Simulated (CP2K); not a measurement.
Crystal: PbF2 (Fluorocronite).

```
Pb F
1.0
     4.19125    0.00000    0.00000
     2.09562    3.62973    0.00000
     2.09562    1.20991    3.42214
Pb F
1 2
Direct
  0.00000 0.00000 0.00000
  0.75000 0.75000 0.75000
  0.25000 0.25000 0.25000
```

Base run:

| Item | Value |
| --- | --- |
| Program | CP2K 2026.2 |
| Functional | vdW-DF2 |
| Potentials or basis | POTENTIAL_UZH Pb GTH-PBE-q4, F GTH-PBE-q7; TZVP-MOLOPT-PBE-GTH basis |
| Density cutoff | 14966 eV |
| k mesh | 8 × 8 × 8 |
| Occupations | fermi-dirac, width 0.05 eV |
| Spin | no spin polarisation |

Its results: band gap on the k mesh 4.58 eV, indirect (least direct gap 4.75 eV); pressure 6.2 GPa.

After a change of settings the same cell gave: band gap on the k mesh 4.36 eV, indirect (least direct gap 4.52 eV); pressure 2.9 GPa. Which change was it?
A. functional from vdW-DF2 to TPSS
B. functional from vdW-DF2 to LDA
C. functional from vdW-DF2 to vdW-DF-cx

C.

Caveats: the potentials were made for another functional, which shifts forces and pressure; spin-orbit coupling is left out, which as a rule narrows the gap of such compounds by several tenths of an eV; the basis of atomic orbitals isn't converged, which shifts pressures, moduli and gaps.

Runs at the PBE level aren't shown here.
